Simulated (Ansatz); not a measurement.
# ZnO (zincite) (P6_3mc) in Ansatz: a series of runs

Aim: see how the results for ZnO (zincite) move with the level of theory and the settings. Levels: PBEsol, PBE, LDA. Tasks: elastic constants, band structure.

Everything below comes from runs of Ansatz 0.2.0. Logs are shortened: lines on timing, memory, paths and dates and some standing lists are left out, and cuts for length are marked.

**Measured values to compare with.**

From “Electronic structure of alkaline earth and post-transition metal oxides”, 2009, arxiv:0908.1581, for a bulk crystal of ZnO: band gap 3.37 eV.

The results are compared with them further down.

### 1 The crystal as given

It takes space group P6_3mc (No. 186, hexagonal). Conventional cell: a = 3.249 Å, b = 3.249 Å, c = 5.206 Å, α = 90.00°, β = 90.00°, γ = 120.00°. Zn (site symmetry 3m) is surrounded by 4 O at 1.97 to 1.98 Å. O (site symmetry 3m) has 4 Zn at 1.97 to 1.98 Å as nearest neighbours.

### 2 Elastic constants, PBEsol

Contents of input.yaml:

```yaml
crystal:
  lattice:
    - [3.249308, 0.0, 0.0]
    - [-1.624654, 2.8139832727, 0.0]
    - [0.0, 0.0, 5.205709]
  atoms:
    - { symbol: Zn, position: [0.6666666667, 0.3333333333, 0.0] }
    - { symbol: Zn, position: [0.3333333333, 0.6666666667, 0.5] }
    - { symbol: O, position: [0.3333333333, 0.6666666667, 0.87901] }
    - { symbol: O, position: [0.6666666667, 0.3333333333, 0.37901] }
hamiltonian:
  xc: pbesol
  pseudopotentials: { kind: paw }
kpoints:
  mp_grid: { grid: [7, 7, 4] }
scf:
  occupations: { method: fixed }
output:
  forces: true
  stress: true
elastic:
  mode: clamped_ion
  stencil: two_point
```

Potentials or basis: Ansatz PAW.

Started as:

```sh
$ ansatz run input.yaml --threads 2 --pin off --max-ram 5632MiB --backend cpu --events-out ev --progress --plain --runs-dir out
```

The program printed:

```text
Warning: RAYON_NUM_THREADS=2 ignored (pool sized by the plan → 2); use --threads N
Engine: ansatz 0.2.0, x86_64-unknown-linux-gnu
Pseudopotentials: kind: paw
Pseudopotential: Zn, paw, valence charge 12, recommended cutoff 420 eV (normal), Zn.paw.azcp
Pseudopotential: O, paw, valence charge 6, recommended cutoff 420 eV (normal), O.paw.azcp
Functional definition: PBEsol
  exchange = pbesol_x
  correlation = pbesol_c
Crystal: 4 atoms, lattice volume = 47.598 Å³
Basis set: ecut = 420 eV, 941 PW (Γ), exchange–correlation on 48×48×72 points (8 copies of the dense FFT grid, shifted against one another)
Bands: 22, of which v1, the nominal top of the filled ones, is band 18 counted from 1 (17 counted from 0)
Symmetry: 12 space group operations
Space group: P63mc (ITA 186), of the structure as read, at distance tolerance 3.6e-5 Å
k-points: 24 of 196 (time reversal used)
Non-local potential: Zn, projectors of the file, l = 0: 2, l = 1: 2, l = 2: 3, l = 3: 1
Non-local potential: O, projectors of the file, l = 0: 2, l = 1: 2, l = 2: 1
PAW form: soft (Blöchl's): semilocal exchange-correlation on the pseudo side does not see the compensation charge
PAW frozen core: Zn, regenerated for the run's functional, and the local potential with it (the file was generated under x = pbe(κ = 0.804, μ = 0.2195149727645171), c = pbe(β = 0.06672455060314922))
PAW frozen core: O, regenerated for the run's functional, and the local potential with it (the file was generated under x = pbe(κ = 0.804, μ = 0.2195149727645171), c = pbe(β = 0.06672455060314922))
PAW one-centre angular grid: Zn, 590 points (default); XC on 64 Gauss nodes
PAW one-centre angular grid: O, 110 points (default); XC on 64 Gauss nodes
Initial density: superposition of atomic densities (neutral atoms: chi_scale 0, normalization atom), corrected by the library's trained network
Initial wavefunctions: pseudopotential atomic-orbital guess
Functional: x = pbesol(κ = 0.804, μ = 0.12345679012345678), c = pbesol(β = 0.046)
SCF iter   1: F=—  HF=-7684.278098 eV  |F-HF|=—  |Δ(HF+E_count)|=         —  Δρ=1.57e-2  dr2=9.47e-2  ethr=1.77e-3  ⟨swp⟩=5.0  Hψ=2102  notcnv=0  defer=47
preconditioner: auto → Resta (q_TF=auto, 2.604 Å⁻¹)  ε∞=7.6  [insulator: Δε(μ)=0.559 eV  Ē_g=12.539 eV  n_scr=22 (ndim 8)  ℏωp=32.3 eV  f_vac=0.035  ε∞_Penn≈7.6]
SCF iter   2: F=—  HF=-7684.253442 eV  |F-HF|=—  |Δ(HF+E_count)|=   2.47e-2  Δρ=2.08e-3  dr2=1.00e-3  ethr=2.63e-4  ⟨swp⟩=3.0  Hψ=1181  notcnv=0  defer=48
SCF iter   3: F=—  HF=-7684.253445 eV  |F-HF|=—  |Δ(HF+E_count)|=   3.08e-6  Δρ=1.14e-3  dr2=4.72e-4  ethr=2.78e-6  ⟨swp⟩=2.0  Hψ=594  notcnv=0  defer=48
SCF iter   4: F=—  HF=-7684.253450 eV  |F-HF|=—  |Δ(HF+E_count)|=   4.66e-6  Δρ=2.13e-4  dr2=2.33e-5  ethr=1.31e-6  ⟨swp⟩=2.9  Hψ=926  notcnv=0  defer=19
SCF iter   5: F=—  HF=-7684.253460 eV  |F-HF|=—  |Δ(HF+E_count)|=   1.05e-5  Δρ=1.35e-4  dr2=5.10e-6  ethr=6.46e-8  ⟨swp⟩=2.0  Hψ=912  notcnv=0
SCF iter   6: F=—  HF=-7684.253459 eV  |F-HF|=—  |Δ(HF+E_count)|=   1.51e-6  Δρ=3.26e-5  dr2=3.49e-7  ethr=1.42e-8  ⟨swp⟩=2.0  Hψ=912  notcnv=0
SCF iter   7: F=—  HF=-7684.253459 eV  |F-HF|=—  |Δ(HF+E_count)|=   8.60e-8  Δρ=9.81e-6  dr2=4.28e-8  ethr=9.70e-10  ⟨swp⟩=2.0  Hψ=904  notcnv=0
SCF iter   8: F=—  HF=-7684.253459 eV  |F-HF|=—  |Δ(HF+E_count)|=   8.76e-8  Δρ=3.39e-6  dr2=6.27e-9  ethr=1.19e-10  ⟨swp⟩=2.0  Hψ=867  notcnv=0
SCF iter   9: F=—  HF=-7684.253459 eV  |F-HF|=—  |Δ(HF+E_count)|=   4.78e-9  Δρ=7.86e-7  dr2=2.89e-10  ethr=1.74e-11  ⟨swp⟩=2.0  Hψ=894  notcnv=0
SCF iter  10: F=—  HF=-7684.253459 eV  |F-HF|=—  |Δ(HF+E_count)|=  2.02e-10  Δρ=1.39e-7  dr2=1.13e-11  ethr=8.04e-13 (applied; sched 1.00e-12)  ⟨swp⟩=2.0  Hψ=877  notcnv=0
SCF iter  11: F=—  HF=-7684.253459 eV  |F-HF|=—  |Δ(HF+E_count)|=    0.00e0  Δρ=9.20e-8  dr2=2.67e-12  ethr=3.14e-14 (applied; sched 1.00e-12)  ⟨swp⟩=2.2  Hψ=932  notcnv=0
SCF iter  12: F=-7684.253459 eV  HF=-7684.253459 eV  |F-HF|=2.73e-12  |Δ(HF+E_count)|=  2.73e-12  Δρ=1.66e-8  dr2=8.97e-14  ethr=1.00e-12  ⟨swp⟩=4.1  Hψ=2710  notcnv=0
SCF 1 converged in 12 iterations: F = -7684.253459 eV  dr2 = 8.97e-14
Crystal: 4 atoms, lattice volume = 47.503 Å³
Symmetry: 4 space group operations
k-points: 48 of 196 (time reversal used)
Initial density: handed on by an earlier stage of this run
Initial wavefunctions: those handed on with the density
iter 1 solved again at ethr=4.62e-8 eV; its pass at ethr=3.10e-3 eV (dr2=1.66e-5 eV) is discarded
SCF iter   1: F=—  HF=-7684.254428 eV  |F-HF|=—  |Δ(HF+E_count)|=         —  Δρ=2.09e-4  dr2=1.56e-5  ethr=4.62e-8  ⟨swp⟩=2.5  Hψ=5215  notcnv=0  defer=94
preconditioner: auto → Resta (q_TF=auto, 2.605 Å⁻¹)  ε∞=7.6  [insulator: Δε(μ)=0.700 eV  Ē_g=12.600 eV  n_scr=22 (ndim 8)  ℏωp=32.3 eV  f_vac=0.031  ε∞_Penn≈7.6]
SCF iter   2: F=—  HF=-7684.254417 eV  |F-HF|=—  |Δ(HF+E_count)|=   1.08e-5  Δρ=8.88e-5  dr2=2.18e-6  ethr=4.35e-8  ⟨swp⟩=2.0  Hψ=1823  notcnv=0  defer=43
[... 60 lines left out ...]
SCF iter  10: F=-7684.253432 eV  HF=-7684.253432 eV  |F-HF|=9.09e-13  |Δ(HF+E_count)|=  1.82e-12  Δρ=9.94e-9  dr2=3.57e-14  ethr=1.00e-12  ⟨swp⟩=4.1  Hψ=4760  notcnv=0
SCF 6 converged in 10 iterations: F = -7684.253432 eV  dr2 = 3.57e-14
iter 1 solved again at ethr=3.45e-10 eV; its pass at ethr=3.10e-3 eV (dr2=1.24e-7 eV) is discarded
SCF iter   1: F=—  HF=-7684.253405 eV  |F-HF|=—  |Δ(HF+E_count)|=         —  Δρ=1.11e-4  dr2=1.24e-7  ethr=3.45e-10  ⟨swp⟩=2.5  Hψ=6430  notcnv=0  defer=77
SCF iter   2: F=—  HF=-7684.253423 eV  |F-HF|=—  |Δ(HF+E_count)|=   1.77e-5  Δρ=5.60e-5  dr2=3.21e-8  ethr=3.44e-10  ⟨swp⟩=2.0  Hψ=2364  notcnv=0  defer=77
SCF iter   3: F=—  HF=-7684.253432 eV  |F-HF|=—  |Δ(HF+E_count)|=   8.61e-6  Δρ=3.74e-6  dr2=2.66e-9  ethr=8.91e-11  ⟨swp⟩=2.0  Hψ=2247  notcnv=0  defer=77
SCF iter   4: F=—  HF=-7684.253432 eV  |F-HF|=—  |Δ(HF+E_count)|=   1.19e-8  Δρ=7.10e-7  dr2=7.04e-11  ethr=7.39e-12  ⟨swp⟩=2.0  Hψ=2280  notcnv=0  defer=77
SCF iter   5: F=—  HF=-7684.253432 eV  |F-HF|=—  |Δ(HF+E_count)|=  2.05e-10  Δρ=3.13e-7  dr2=1.05e-11  ethr=1.96e-13 (applied; sched 1.00e-12)  ⟨swp⟩=2.0  Hψ=2280  notcnv=0  defer=77
SCF iter   6: F=—  HF=-7684.253432 eV  |F-HF|=—  |Δ(HF+E_count)|=  1.27e-11  Δρ=1.37e-7  dr2=3.21e-12  ethr=2.91e-14 (applied; sched 1.00e-12)  ⟨swp⟩=2.1  Hψ=2241  notcnv=0  defer=77
SCF iter   7: F=—  HF=-7684.253432 eV  |F-HF|=—  |Δ(HF+E_count)|=  1.82e-12  Δρ=2.46e-8  dr2=1.10e-13  ethr=8.91e-15 (applied; sched 1.00e-12)  ⟨swp⟩=2.0  Hψ=2232  notcnv=0  defer=77
SCF iter   8: F=-7684.253432 eV  HF=-7684.253432 eV  |F-HF|=9.09e-13  |Δ(HF+E_count)|=  2.73e-12  Δρ=1.73e-8  dr2=5.57e-14  ethr=1.00e-12  ⟨swp⟩=4.0  Hψ=4720  notcnv=0
SCF 7 converged in 8 iterations: F = -7684.253432 eV  dr2 = 5.57e-14
SCF converged after 12 iterations
Free energy (F): -7684.253459 eV
Harris-Foulkes:  -7684.253459 eV  (|F-HF|=2.73e-12)
Internal energy: -7684.253459 eV  (E = F + TS)
E sigma→0 (E₀):  -7684.253459 eV
Fermi energy:    7.062554 eV
--- Per-component energies (eV) ---
  E_band       = 59.556195
  E_kinetic    = 610.218189
  E_local      = -4002.129700  (includes V_loc(G=0)·N_el)
  E_nonlocal   = 1338.092341
  E_hartree    = 1639.954858
  E_xc         = -414.818532
  E_vxc        = -289.275441  (∫ρ·V_xc dr)
  E_paw        = -3894.645391  (= ΣΔE_a)
  E_vpaw       = -877.263157  (= ΣTr[D̂ρ^β])
  E_aug_tail   = 0.004235  (compensation charges beyond the density's cutoff)
  E_ewald      = -2962.594745
  E_core_change = 1.665286  (= ΣΔE_core)
  E_smearing   = -0.000000  (= −TS)
  E_closure    = -0.000000  (closes the sum)
  Σ components = -7684.253459   (vs F -7684.253459, Δ=0.00e0)
--- Forces (eV/Å), atoms counted from 1 ---
  atom   1  Zn    -0.00000000     0.00000000    -0.06184346
  atom   2  Zn     0.00000000    -0.00000000    -0.06184346
  atom   3  O     -0.00000000     0.00000000     0.06184332
  atom   4  O      0.00000000    -0.00000000     0.06184332
  max |Σ_I F_I| component: 2.97e-7 eV/Å
--- Stress (GPa, compression-positive) ---
       -2.003533       0.000000      -0.000000
        0.000000      -2.003533      -0.000000
        0.000000      -0.000000      -0.362822
  P = ⅓ Tr σ = -1.4566 GPa (-14.566 kbar)
--- Band table (eV; the first three rows and the last of 24) ---
  k-point 0: bands = ["-10.9564", "-10.2026", "1.3476", "1.3476", "1.3791", "1.3867", "1.5439", "1.5439", "2.5282", "2.5282", "2.7453", "2.7453", "3.0125", "6.2451", "6.2451", "6.9885", "7.0626", "7.0626", "7.7620", "12.1844", "15.2070", "19.8128"]
  k-point 1: bands = ["-10.8515", "-10.3187", "1.1832", "1.2739", "1.3632", "1.3632", "1.5008", "1.5008", "2.5713", "2.5713", "2.7261", "2.7261", "3.6419", "6.0182", "6.3669", "6.3669", "6.9450", "6.9450", "8.9217", "11.6829", "15.6692", "19.2987"]
  k-point 2: bands = ["-10.5906", "-10.5906", "1.1107", "1.1107", "1.4186", "1.4186", "1.4186", "1.4186", "2.6603", "2.6603", "2.6603", "2.6603", "4.8152", "4.8152", "6.6583", "6.6583", "6.6583", "6.6583", "10.4445", "10.4445", "17.0571", "17.0571"]
  k-point 23: bands = ["-10.0895", "-10.0895", "1.2036", "1.2036", "1.5979", "1.5979", "2.0117", "2.0117", "2.5985", "2.5985", "2.9830", "2.9830", "3.4397", "3.4397", "4.5392", "4.5392", "5.8149", "5.8149", "14.0612", "14.0612", "15.5708", "15.5708"]
--- Elastic constants: 3 strain directions × 2 members + reference (group order 12) ---
  dense FFT box of the reference and of every strained cell: 24×24×36
  strains applied: 11, 33, 23; error gains: componentwise 1.00 (the most a stress slope's error grows in a printed constant), spectral 1.41 (1 for all six strains in a standard setting)
  C = ∂σ_k/∂η_j (tension-positive GPa; Voigt order 11 22 33 23 13 12):
       258.017     88.178     64.615     -0.000      0.000      0.000
        88.178    258.017     64.615     -0.000      0.000     -0.000
        66.129     66.129    291.932     -0.000      0.000     -0.000
         0.000     -0.000      0.000     53.363      0.000      0.000
         0.000     -0.000     -0.000      0.000     53.363      0.000
         0.000     -0.000      0.000     -0.000      0.000     84.919
  reference stress σ⁰ (GPa):      2.004      2.004      0.363      0.000      0.000     -0.000
  C* (energy form; C + prestress term) asymmetry max|C*_kj − C*_jk| = 1.272e-1 GPa — a small one proves nothing (zero by symmetry where the batch's group is 432, −43m or m−3m); a large one is finite-difference/SCF noise where every solve meets its electron count
  moduli (Voigt/Reuss/Hill, GPa): K = 138.42/138.38/138.40   G = 77.60/71.42/74.51   E = 189.52   ν = 0.272
  mechanically stable: yes (min eigenvalue of sym C = 53.36 GPa)
  strain η (Voigt 11):  stress-route row diagonal C_11 = 258.02 GPa, energy-path curvature d²(F+E_count+ΔE)/dδ²/Ω₀ = 258.24 GPa
         δ    σ_11 (GPa)             F (eV)   n_scf  n_hpsi   n_pw
    -2.000e-3       1.4831       -7684.2544165      10   23845    954
     2.000e-3       2.5152       -7684.2521979       8   20038    962
  strain η (Voigt 33):  stress-route row diagonal C_33 = 291.93 GPa, energy-path curvature d²(F+E_count+ΔE)/dδ²/Ω₀ = 292.62 GPa
         δ    σ_33 (GPa)             F (eV)   n_scf  n_hpsi   n_pw
    -2.000e-3      -0.2283       -7684.2536604      10   11940    954
     2.000e-3       0.9394       -7684.2532031       8   10018    966
  strain η (Voigt 23):  stress-route row diagonal C_44 = 53.36 GPa, energy-path curvature d²(F+E_count+ΔE)/dδ²/Ω₀ = 53.79 GPa
         δ    σ_23 (GPa)             F (eV)   n_scf  n_hpsi   n_pw
    -2.000e-3      -0.1067       -7684.2534318      10   30502    960
     2.000e-3       0.1067       -7684.2534318       8   25321    960
```

Wall time 32 s (2 threads of Intel Xeon at 2.50GHz (Skylake/Cascade Lake), shared host); peak memory 0.41 GiB.

Results:

```
Free energy            : -7684.2535 eV
Pressure               : -1.5 GPa
Largest force          : 0.062 eV/Å
Band gap on the k mesh : 0.70 eV, direct
Voigt bulk modulus     : 138 GPa
```

Forces on the atoms (eV/Å):
```
Zn   0.000  0.000 -0.062
Zn   0.000  0.000 -0.062
O    0.000  0.000  0.062
O    0.000  0.000  0.062
```

Stress tensor (GPa, compression positive):
```
-2.00  0.00  0.00
 0.00 -2.00  0.00
 0.00  0.00 -0.36
```

Elastic tensor in Voigt notation (GPa, ions clamped, in the Cartesian axes of the cell as first typed):
```
258  88  65   0   0   0
 88 258  65   0   0   0
 66  66 292   0   0   0
  0   0   0  53   0   0
  0   0   0   0  53   0
  0   0   0   0   0  85
```

Caveat: odd divisions of the mesh miss points on the zone boundary, where band edges often lie, so the gap on the mesh can be too wide; the pressure holds a Pulay correction of +0.8 GPa for the finite cutoff; the PAW data sets come from PBE, with cores solved anew for the run's functional, which leaves a small shift of forces and pressure.

### 3 Band structure, PBE

input.yaml: that of step 2 with these lines changed.

```diff
@@ -11,8 +11,15 @@
 hamiltonian:
-  xc: pbesol
+  xc: pbe
   pseudopotentials: { kind: paw }
 kpoints:
-  mp_grid: { grid: [7, 7, 4] }
+  mp_grid: { grid: [9, 9, 5] }
+  band_path:
+    path:
+      - [[0.0, 0.0, 0.0], [0.5, 0.0, 0.0], [0.3333333333, 0.3333333333, 0.0], [0.0, 0.0, 0.0], [0.0, 0.0, 0.5], [0.5, 0.0, 0.5], [0.3333333333, 0.3333333333, 0.5], [0.0, 0.0, 0.5]]
+      - [[0.5, 0.0, 0.5], [0.5, 0.0, 0.0]]
+      - [[0.3333333333, 0.3333333333, 0.0], [0.3333333333, 0.3333333333, 0.5]]
+    npoints: 14
 scf:
-  occupations: { method: fixed }
+  occupations: { method: fermi_dirac, width: 0.05 }
+  n_extra_bands: 10
 output:
@@ -20,4 +27,3 @@
   stress: true
-elastic:
-  mode: clamped_ion
-  stencil: two_point
+  eigenvalues: true
+  fatbands: false
```

Potentials or basis: Ansatz PAW.

Started as:

```sh
$ ansatz run input.yaml --threads 2 --pin off --max-ram 5632MiB --backend cpu --events-out ev --progress --plain --runs-dir out
```

Run time: 11 s. Hardware: 2 threads of Intel Xeon at 2.50GHz (Skylake/Cascade Lake), shared host; peak memory 0.38 GiB.

Results (log left out):

```yaml
Free_energy: -7773.6664 eV
Pressure: 4.9 GPa
Largest_force: 0.070 eV/Å
Band_gap_on_the_k_mesh: 0.80 eV, direct
Band_gap_along_the_path: 0.80 eV, direct
```

Forces in eV/Å, atoms in the order of the input:
```
Zn   0.000  0.000 -0.070
Zn   0.000  0.000 -0.070
O    0.000  0.000  0.070
O    0.000  0.000  0.070
```

Stress tensor (GPa, compression positive):
```
4.35 0.00 0.00
0.00 4.35 0.00
0.00 0.00 6.05
```

Levels at the corners of the path, in eV from the valence-band top:
```
point  band 14  band 15  band 16  band 17  band 18  band 19  band 20  band 21  band 22  band 23
    Γ    -0.81    -0.81    -0.07     0.00     0.00     0.80     5.23     8.27    12.88    12.88
    M    -3.53    -2.82    -2.28    -1.28    -0.83     5.79     6.88     7.64     8.50    10.66
    K    -3.52    -3.52    -1.91    -1.91    -1.70     7.70     7.70     7.71     8.15    10.84
    Γ    -0.81    -0.81    -0.07     0.00     0.00     0.80     5.23     8.27    12.88    12.88
    A    -2.23    -0.40    -0.40    -0.40    -0.40     3.47     3.47    10.13    10.13    13.16
    L    -3.75    -1.50    -1.50    -1.35    -1.35     5.74     5.74     8.43     8.43    11.34
    H    -3.70    -2.67    -2.67    -1.23    -1.23     8.02     8.02     8.04     8.04     8.83
    A    -2.23    -0.40    -0.40    -0.40    -0.40     3.47     3.47    10.13    10.13    13.16
    L    -3.75    -1.50    -1.50    -1.35    -1.35     5.74     5.74     8.43     8.43    11.34
    M    -3.53    -2.82    -2.28    -1.28    -0.83     5.79     6.88     7.64     8.50    10.66
    K    -3.52    -3.52    -1.91    -1.91    -1.70     7.70     7.70     7.71     8.15    10.84
    H    -3.70    -2.67    -2.67    -1.23    -1.23     8.02     8.02     8.04     8.04     8.83
```

Caveat: the pressure holds a Pulay correction of +0.7 GPa for the finite cutoff.

### 4 Band structure, LDA

input.yaml: that of step 3 with these lines changed.

```diff
@@ -11,3 +11,3 @@
 hamiltonian:
-  xc: pbe
+  xc: lda
   pseudopotentials: { kind: paw }
@@ -29 +29,5 @@
   fatbands: false
+  write_density: true
+  write_potential: true
+  elf: true
+  volumetric_format: npy
```

Started as:

```sh
$ ansatz run input.yaml --threads 2 --pin off --max-ram 5632MiB --backend cpu --events-out ev --progress --plain --runs-dir out
```

Run time: 11 s. Hardware: 2 threads of Intel Xeon at 2.50GHz (Skylake/Cascade Lake), shared host; peak memory 0.38 GiB.

Results (log left out):

```
Free energy             : -7603.8856 eV
Pressure                : -7.1 GPa
Largest force           : 0.052 eV/Å
Band gap on the k mesh  : 0.74 eV, direct
Band gap along the path : 0.74 eV, direct
```

Forces in eV/Å, atoms in the order of the input:
```
Zn   0.000  0.000 -0.052
Zn   0.000  0.000 -0.052
O    0.000  0.000  0.052
O    0.000  0.000  0.052
```

Stress tensor (GPa, compression positive):
```
-7.65  0.00  0.00
 0.00 -7.65  0.00
 0.00  0.00 -5.91
```

Levels at the corners of the path, in eV from the valence-band top:
| point | band 14 | band 15 | band 16 | band 17 | band 18 | band 19 | band 20 | band 21 | band 22 | band 23 |
| --- | --- | --- | --- | --- | --- | --- | --- | --- | --- | --- |
| Γ | -0.82 | -0.82 | -0.07 | 0.00 | 0.00 | 0.74 | 5.08 | 8.12 | 12.66 | 12.66 |
| M | -3.58 | -2.87 | -2.30 | -1.30 | -0.83 | 5.67 | 6.72 | 7.48 | 8.33 | 10.49 |
| K | -3.56 | -3.56 | -1.94 | -1.94 | -1.73 | 7.53 | 7.56 | 7.56 | 7.99 | 10.66 |
| Γ | -0.82 | -0.82 | -0.07 | 0.00 | 0.00 | 0.74 | 5.08 | 8.12 | 12.66 | 12.66 |
| A | -2.26 | -0.41 | -0.41 | -0.41 | -0.41 | 3.39 | 3.39 | 9.93 | 9.93 | 12.95 |
| L | -3.82 | -1.52 | -1.52 | -1.37 | -1.37 | 5.59 | 5.59 | 8.28 | 8.28 | 11.14 |
| H | -3.76 | -2.72 | -2.72 | -1.24 | -1.24 | 7.86 | 7.86 | 7.89 | 7.89 | 8.67 |
| A | -2.26 | -0.41 | -0.41 | -0.41 | -0.41 | 3.39 | 3.39 | 9.93 | 9.93 | 12.95 |
| L | -3.82 | -1.52 | -1.52 | -1.37 | -1.37 | 5.59 | 5.59 | 8.28 | 8.28 | 11.14 |
| M | -3.58 | -2.87 | -2.30 | -1.30 | -0.83 | 5.67 | 6.72 | 7.48 | 8.33 | 10.49 |
| K | -3.56 | -3.56 | -1.94 | -1.94 | -1.73 | 7.53 | 7.56 | 7.56 | 7.99 | 10.66 |
| H | -3.76 | -2.72 | -2.72 | -1.24 | -1.24 | 7.86 | 7.86 | 7.89 | 7.89 | 8.67 |

Caveat: the pressure holds a Pulay correction of +0.9 GPa for the finite cutoff; the PAW data sets come from PBE, with cores solved anew for the run's functional, which leaves a small shift of forces and pressure.

(Continued in part 2 of 2.)
